Read as a band diagram, the column "band -1" would say that the highest occupied band of rhodium falls by about 5 eV between GAMMA and X. The step from band -1 to band +1 at GAMMA would likewise look like a gap of nearly 17 eV. Both readings are natural for a semiconductor, where the same number of bands is filled at every k-point, and both are wrong here.

Band energies of fcc rhodium relative to the Fermi energy, computed with Ansatz 0.2.0 (all-electron LAPW, PBE with spin-orbit coupling) in the measured cell, a = 3.803 Å, with a 16 × 16 × 16 k-point mesh and 0.08 eV Fermi-Dirac smearing. At each k-point, band -1 is the highest filled level and band +1 the lowest empty one, with degenerate levels repeated.

| k-point | k in reciprocal vectors | band -4 (eV) | band -3 (eV) | band -2 (eV) | band -1 (eV) | band +1 (eV) | band +2 (eV) | band +3 (eV) |
| --- | --- | --- | --- | --- | --- | --- | --- | --- |
| GAMMA | 0 0 0 | -0.97 | -0.97 | -0.97 | -0.97 | 15.78 | 15.78 | 21.01 |
| X | 0.5 0 0.5 | -6.33 | -6.33 | -5.96 | -5.96 | 0.51 | 0.51 | 0.89 |
| U | 0.625 0.25 0.625 | -2.08 | -2.08 | -0.69 | -0.69 | 0.39 | 0.39 | 7.83 |
| K | 0.375 0.375 0.75 | -2.08 | -2.08 | -0.69 | -0.69 | 0.39 | 0.39 | 7.83 |
| L | 0.5 0.5 0.5 | -3.30 | -3.30 | -3.02 | -3.02 | 0.49 | 0.49 | 0.67 |
| W | 0.5 0.25 0.75 | -3.79 | -3.79 | -1.20 | -1.20 | 1.00 | 1.00 | 9.40 |

### The columns change band from point to point

Every level occurs at least twice, because the crystal has inversion symmetry and no magnetic moment, so levels are best counted in pairs. The band ranges of the same PBE calculation show that six valence pairs are filled at GAMMA, four at K and W, three at L and only two at X. Band -1 is therefore the sixth pair at GAMMA but the second at X. Its jump between these points compares two different bands.

Following one pair gives the real picture. The third pair lies near -3.2 eV at GAMMA and at +0.51 eV at X, so it must cross the Fermi energy in between. The sixth crosses it too, rising from -0.97 eV at GAMMA to 9.40 eV at W. The listed points taken together leave a window of about 1 eV around the Fermi energy, but these crossings fill it, and rhodium is a metal.

### Why the d levels move

The question is now why a d level is deep at one k-point and empty at another. A k-point fixes the phase with which an orbital repeats from atom to atom. Where neighbouring lobes meet in a bonding way the level sinks, and where they meet in an antibonding way it rises. In the fcc lattice each atom has twelve nearest neighbours, and a d orbital points at some of them or at none, so the outcome depends on both the orbital and the k-point.

Three couplings describe a pair of d orbitals on neighbouring atoms: σ for lobes that meet head-on along the bond, π and δ for lobes that meet sideways. Standard theory of d bands puts them in the ratio −6 : 4 : −1, where a negative value lowers the energy of orbitals repeated in phase. Adding the twelve neighbours with their phases gives each level as a pure number. An energy scale and a centre turn that number into electronvolts.

At X, with z along the wavevector, the phase stays constant within each atomic layer and reverses from one layer to the next. The xy orbital points its lobes at the four neighbours in its own layer, which are in phase, and gains strong σ bonding. Its π coupling to the eight neighbours in the adjacent layers would be antibonding in phase, but the reversed sign makes it bonding too. The xz orbital points at atoms in the adjacent layers, where reversal turns σ bonding into antibonding. X therefore holds both very deep and empty d levels.

At GAMMA all atoms are in phase, and bonding and antibonding contacts partly cancel. The d levels there span only about 2 eV, against about 7 eV at X. All of them stay below the Fermi energy, together with the s level at the valence bottom, which explains the six filled pairs.

The Fermi energy itself is set by the electron count. Nine valence electrons fill four and a half pairs on average over all k-points, too few for the five d pairs and the s-like pair. The most antibonding d states, found near the zone boundary, are the ones left empty.

### One level worked out

The two constants come from X alone. The model numbers are −31 for the xy level, taken to be the pair at -5.96 eV because mixing with an s state should push the other deep level lower, and on average 19.8 for the three antibonding levels, whose mean energy is about 0.8 eV. The third of these is known only to about 0.1 eV, from the band ranges. This gives a scale of 0.133 eV per unit and a centre at −1.83 eV.

Now take the xz orbital at W, which played no part in fixing the constants. With suitably chosen axes, the phases of the eight neighbours outside the xz plane cancel, and the four within it are all reversed. Each of these four couples with ¾σ + ¼δ = ¾(−6) + ¼(−1) = −4.75. The sum is 4 × (−1) × (−4.75) = 19, and the energy is −1.83 + 19 × 0.133 ≈ 0.7 eV. The calculation puts the lowest empty level at W at 1.00 eV, so the simple count correctly finds an empty d level but places it 0.3 eV too low.

For the highest d level at the other points the error ranges from under 0.1 eV at K to about 0.5 eV at GAMMA. This is good enough to explain which levels are deep and which are empty, but not to predict the exact shape of the Fermi surface.

### Where s and p states interfere

The model fails more clearly for the third d level from the top at K and W, which the calculation puts about 1.2 eV below the estimate. Symmetry offers a reason. The highest d state at these points changes sign under both mirror planes that leave the k-point in place, whereas an s or p orbital changes sign under at most one, so the two cannot mix, apart from a weak effect of spin-orbit coupling. The third state has p partners higher in energy, and mixing with them should push it down.

The error at GAMMA shows how far this argument can be taken. There the upper d level cannot mix with s or p at all, yet it still lies 0.5 eV below the model. Only deviations well above that size, such as those at K and W, point to mixing.

The same mixing should push the s- and p-like partner up. At K and W the sixth pair lies about 4 eV above a free-electron parabola started at the valence bottom. That distance neither proves the mixing nor measures it, since the table doesn't say which orbitals make up that pair, and the parabola also ignores the rest of the crystal potential. It does show that free electrons are a poor guide to the levels above the d bands.

### The close pairs at L

L has two filled pairs only 0.28 eV apart and two empty pairs 0.18 eV apart. Along the cube diagonal, the threefold symmetry makes two d combinations equivalent, so without spin-orbit coupling each of these groups should be a single fourfold level, which spin-orbit coupling separates into pairs. For the empty group this assumes that both pairs are d levels, as the model suggests, because the outputs don't name their orbitals. The splittings are small beside the d-band width, so bonding decides which levels are filled and spin-orbit coupling only refines their positions.

U repeats K exactly because the two points are equivalent by symmetry.
